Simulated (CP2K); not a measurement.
# Sn (I4_1/amd) in CP2K: notebook

The runs below take Sn through band structure, with PBE, LDA, PBEsol, vdW-DF2, OLYP.

Program: CP2K 2026.2. These are calculated values, not measurements. Logs are shortened: lines on timing, memory, paths and dates and some standing lists are left out, and cuts for length are marked.

## (1) The crystal as given

It takes space group I4_1/amd (No. 141, tetragonal). The conventional cell has a = 5.880 Å, b = 5.880 Å, c = 3.199 Å, α = 90.00°, β = 90.00°, γ = 90.00°. Sn (site symmetry -4m2) has 6 Sn at 3.05 to 3.20 Å as nearest neighbours.

## (2) Band structure, PBE

The input, sn_bands.inp:

```
&GLOBAL
  PROJECT sn_bands
  RUN_TYPE ENERGY_FORCE
  PRINT_LEVEL LOW
&END GLOBAL
&FORCE_EVAL
  METHOD QS
  STRESS_TENSOR ANALYTICAL
  &DFT
    BASIS_SET_FILE_NAME BASIS_MOLOPT_UZH
    POTENTIAL_FILE_NAME POTENTIAL_UZH
    &MGRID
      CUTOFF 675
      REL_CUTOFF 60
      NGRIDS 4
    &END MGRID
    &QS
      METHOD GPW
      EPS_DEFAULT 1.0E-10
    &END QS
    &KPOINTS
      SCHEME MONKHORST-PACK 9 9 9
      GAMMA_CENTERED T
      SYMMETRY T
      SYMMETRY_BACKEND SPGLIB
    &END KPOINTS
    &SCF
      SCF_GUESS ATOMIC
      EPS_SCF 1.0E-6
      MAX_SCF 100
      ADDED_MOS 10
      CHOLESKY OFF
      EPS_EIGVAL 1.0E-7
      &DIAGONALIZATION ON
        ALGORITHM STANDARD
      &END DIAGONALIZATION
      &MIXING ON
        METHOD BROYDEN_MIXING
        ALPHA 0.4
        BETA 1.5
        NBUFFER 8
      &END MIXING
      &SMEAR ON
        METHOD FERMI_DIRAC
        ELECTRONIC_TEMPERATURE 580.23
      &END SMEAR
    &END SCF
    &XC
      &XC_FUNCTIONAL PBE
      &END XC_FUNCTIONAL
    &END XC
    &PRINT
      &KPOINTS ON
      &END KPOINTS
      &MULLIKEN ON
      &END MULLIKEN
      &MO ON
        ENERGIES T
        OCCUPATION_NUMBERS T
        &EACH
          QS_SCF 0
        &END EACH
        ADD_LAST NUMERIC
      &END MO
      &BAND_STRUCTURE
        FILE_NAME bands.bs
        ADDED_MOS 6
        &KPOINT_SET
          UNITS B_VECTOR
          NPOINTS 8
          SPECIAL_POINT GAMMA 0.00000000 0.00000000 0.00000000
          SPECIAL_POINT X 0.00000000 0.00000000 0.50000000
          SPECIAL_POINT M -0.50000000 0.50000000 0.50000000
          SPECIAL_POINT GAMMA 0.00000000 0.00000000 0.00000000
          SPECIAL_POINT Z 0.32397157 0.32397157 -0.32397157
          SPECIAL_POINT P 0.25000000 0.25000000 0.25000000
          SPECIAL_POINT N 0.00000000 0.50000000 0.00000000
          SPECIAL_POINT Z1 -0.32397157 0.67602843 0.32397157
          SPECIAL_POINT M -0.50000000 0.50000000 0.50000000
        &END KPOINT_SET
        &KPOINT_SET
          UNITS B_VECTOR
          NPOINTS 8
          SPECIAL_POINT X 0.00000000 0.00000000 0.50000000
          SPECIAL_POINT P 0.25000000 0.25000000 0.25000000
        &END KPOINT_SET
      &END BAND_STRUCTURE
    &END PRINT
  &END DFT
  &SUBSYS
    &CELL
      A 4.4549543932 0.0000000000 0.0000000000
      B -3.3066746911 2.9853845870 0.0000000000
      C -0.5741398510 -1.4926922935 4.1579865072
      PERIODIC XYZ
    &END CELL
    &COORD
      SCALED
      Sn  0.0000000000 0.0000000000 0.0000000000
      Sn  0.7500000000 0.2500000000 0.5000000000
    &END COORD
    &KIND Sn
      BASIS_SET TZVP-MOLOPT-PBE-GTH-q4
      POTENTIAL GTH-PBE-q4
    &END KIND
    &PRINT
      &ATOMIC_COORDINATES ON
      &END ATOMIC_COORDINATES
      &CELL ON
      &END CELL
    &END PRINT
  &END SUBSYS
  &PRINT
    &FORCES ON
    &END FORCES
    &STRESS_TENSOR ON
    &END STRESS_TENSOR
  &END PRINT
&END FORCE_EVAL
```

Potentials or basis: POTENTIAL_UZH Sn GTH-PBE-q4; TZVP-MOLOPT-PBE-GTH basis.

Started as:

```
$ OMP_NUM_THREADS=1 cp2k.psmp -i sn_bands.inp -o sn_bands.out
```

sn_bands.out:

```text

 CP2K| version string:                                       CP2K version 2026.2
 CP2K| Input file name                                              sn_bands.inp

 GLOBAL| Force Environment number                                              1
 GLOBAL| Basis set file name                                    BASIS_MOLOPT_UZH
 GLOBAL| Potential file name                                       POTENTIAL_UZH
 GLOBAL| MM Potential file name                                     MM_POTENTIAL
 GLOBAL| Coordinate file name                                      __STD_INPUT__
 GLOBAL| Method name                                                        CP2K
 GLOBAL| Project name                                                   sn_bands
 GLOBAL| Run type                                                   ENERGY_FORCE
 GLOBAL| FFT library                                                       FFTW3
[... 8 lines left out ...]
 GLOBAL| CPU model name                                                  UNKNOWN

 CELL| Volume [angstrom^3]:                                            55.300190
 CELL| Vector a [angstrom]:       4.455     0.000     0.000   |a| =     4.454954
 CELL| Vector b [angstrom]:      -3.307     2.985     0.000   |b| =     4.454954
 CELL| Vector c [angstrom]:      -0.574    -1.493     4.158   |c| =     4.454954
 CELL| Angle (b,c), alpha [degree]:                                    97.404686
 CELL| Angle (a,c), beta  [degree]:                                    97.404686
 CELL| Angle (a,b), gamma [degree]:                                   137.923144
 CELL| Numerically orthorhombic:                                              NO
 CELL| Periodicity                                                           XYZ

 CELL_REF| Volume [angstrom^3]:                                        55.300190
 CELL_REF| Vector a [angstrom     4.455     0.000     0.000   |a| =     4.454954
 CELL_REF| Vector b [angstrom    -3.307     2.985     0.000   |b| =     4.454954
 CELL_REF| Vector c [angstrom    -0.574    -1.493     4.158   |c| =     4.454954
 CELL_REF| Angle (b,c), alpha [degree]:                                97.404686
 CELL_REF| Angle (a,c), beta  [degree]:                                97.404686
 CELL_REF| Angle (a,b), gamma [degree]:                               137.923144
 CELL_REF| Numerically orthorhombic:                                          NO
 CELL_REF| Periodicity                                                       XYZ
[... 9 lines left out ...]
 TOTAL NUMBERS AND MAXIMUM NUMBERS

  Total number of            - Atomic kinds:                                   1
                             - Atoms:                                          2
                             - Shell sets:                                     2
                             - Shells:                                        14
                             - Primitive Cartesian functions:                  8
                             - Cartesian basis functions:                     36
                             - Spherical basis functions:                     34

  Maximum angular momentum of- Orbital basis functions:                        2
                             - Local part of the GTH pseudopotential:          0
                             - Non-local part of the GTH pseudopotential:      4

 MODULE QUICKSTEP: ATOMIC COORDINATES IN ANGSTROM

   Atom Kind Element         X             Y             Z       Z(eff)     Mass
      1    1 Sn   50      0.000000      0.000000      0.000000   4.0000 118.7100
      2    1 Sn   50      2.227477      0.000000      2.078993   4.0000 118.7100

 SCF PARAMETERS         Density guess:                                    ATOMIC
[... 9 lines left out ...]
                        --------------------------------------------------------
                        level_shift [a.u.]:                             0.000000
                        added MOs                                        10    0
[... 29 lines left out ...]
 MO|      9               0.619733              16.863785               0.000000
 MO|     10               0.675192              18.372921               0.000000
 MO|     11               0.703781              19.150865               0.000000
 MO|     12               0.753588              20.506164               0.000000
 MO|     13               0.755262              20.551713               0.000000
[... 256 lines left out ...]
 MO|      4               0.075488               2.054146               2.000000
 MO|      5               0.127027               3.456579               2.000000
 MO|      6               0.274729               7.475752               0.000000
 MO|      7               0.386891              10.527832               0.000000
 MO|      8               0.434504              11.823454               0.000000
 MO|      9               0.570241              15.517046               0.000000
 MO|     10               0.620551              16.886042               0.000000
 MO|     11               0.676303              18.403127               0.000000
 MO|     12               0.715473              19.469003               0.000000
 MO|     13               0.763943              20.787940               0.000000
 MO|     14               0.841491              22.898134               0.000000
 MO| Sum:                                                              10.000000
 MO| E(Fermi):            0.181867 a.u.          4.948851 eV
 MO| Band gap:            0.051538 a.u.          1.402433 eV

 [... the levels of further k-points ...]

 !-----------------------------------------------------------------------------!
                     Mulliken Population Analysis

 #  Atom  Element  Kind  Atomic population                           Net charge
       1     Sn       1          4.000000                              0.000000
       2     Sn       1          4.000000                             -0.000000
 # Total charge                              8.000000                 -0.000000

 !-----------------------------------------------------------------------------!

 KPOINTS| Band Structure Calculation
 KPOINTS| Number of k-point sets                                               2
 KPOINTS| Number of added MOs/bands                                            6
 KPOINTS| Number of k-points in set    1                                      65
 KPOINTS| In units of b-vector [2pi/Bohr]
 KPOINTS| Special point     1       GAMMA     0.000000     0.000000     0.000000
 KPOINTS| Special point     2           X     0.000000     0.000000     0.500000
 KPOINTS| Special point     3           M    -0.500000     0.500000     0.500000
 KPOINTS| Special point     4       GAMMA     0.000000     0.000000     0.000000
 KPOINTS| Special point     5           Z     0.323972     0.323972    -0.323972
 KPOINTS| Special point     6           P     0.250000     0.250000     0.250000
 KPOINTS| Special point     7           N     0.000000     0.500000     0.000000
 KPOINTS| Special point     8          Z1    -0.323972     0.676028     0.323972
 KPOINTS| Special point     9           M    -0.500000     0.500000     0.500000
 KPOINTS| Number of k-points in set    2                                       9
 KPOINTS| In units of b-vector [2pi/Bohr]
 KPOINTS| Special point     1           X     0.000000     0.000000     0.500000
 KPOINTS| Special point     2           P     0.250000     0.250000     0.250000

 ENERGY| Total FORCE_EVAL ( QS ) energy [hartree]             -6.978945194659320

 FORCES| Atomic forces [hartree/bohr]
 FORCES|   Atom     x               y               z               |f|
 FORCES|      1 -1.21614546E-09  5.19748027E-10  9.72376084E-10   1.64154289E-09
 FORCES|      2  1.21701922E-09 -5.19842612E-10 -9.73319978E-10   1.64277932E-09
 FORCES| Sum     8.73760636E-13 -9.45849408E-14 -9.43893995E-13
 FORCES| Total atomic force                                       1.28970533E-12

 STRESS| Analytical stress tensor [bar]
 STRESS|                        x                   y                   z
 STRESS|      x        2.49334781903E+04  -8.82412398491E+02   2.64109905980E-03
 STRESS|      y       -8.82412398491E+02   2.29785067320E+04   4.54835945733E-03
 STRESS|      z        2.64109905980E-03   4.54835945733E-03   2.52728622269E+04
 STRESS| 1/3 Trace                                             2.43949490497E+04
 STRESS| Determinant                                           1.44600057290E+13

 STRESS| Eigenvectors and eigenvalues of the analytical stress tensor [bar]
 STRESS|                        1                   2                   3
 STRESS| Eigenvalues   2.26391287659E+04   2.52728560443E+04   2.52728623390E+04
 STRESS|      x           0.358968558507      0.925004509314      0.124532051102
 STRESS|      y           0.933349652595     -0.355759277873     -0.047893237593
 STRESS|      z          -0.000001971833     -0.133424113094      0.991059032571
```

Run time: 35 s. Hardware: 1 thread of Arm Neoverse V1, shared host; peak memory 0.39 GiB.

Results:

| Quantity | Value |
| --- | --- |
| Free energy | -189.9068 eV |
| Pressure | 2.4 GPa |
| Band gap on the k mesh | none (metal or under the smearing width) |

Levels at the corners of the path, in eV from the Fermi level:
```tsv
point	band 2	band 3	band 4	band 5	band 6	band 7
Γ	-3.73	-1.94	-1.94	3.44	6.36	6.36
X	-8.83	0.56	0.56	1.63	1.63	6.48
M	-7.57	-4.77	-4.77	5.22	5.22	9.30
Γ	-3.73	-1.94	-1.94	3.44	6.36	6.36
Z	-5.59	-3.06	-2.91	-2.91	2.99	5.86
P	-5.97	-3.52	-3.52	3.58	3.58	4.06
N	-5.38	-2.36	-1.68	-1.10	2.44	2.96
Z1	-5.59	-3.06	-2.91	-2.91	2.99	5.86
M	-7.57	-4.77	-4.77	5.22	5.22	9.30
X	-8.83	0.56	0.56	1.63	1.63	6.48
P	-5.97	-3.52	-3.52	3.58	3.58	4.06
```

Caveat: spin-orbit coupling is left out, which moves the levels of the heavy elements; the basis of atomic orbitals isn't converged, which shifts pressures, moduli and gaps.

(Part 1 of 2 ends here.)
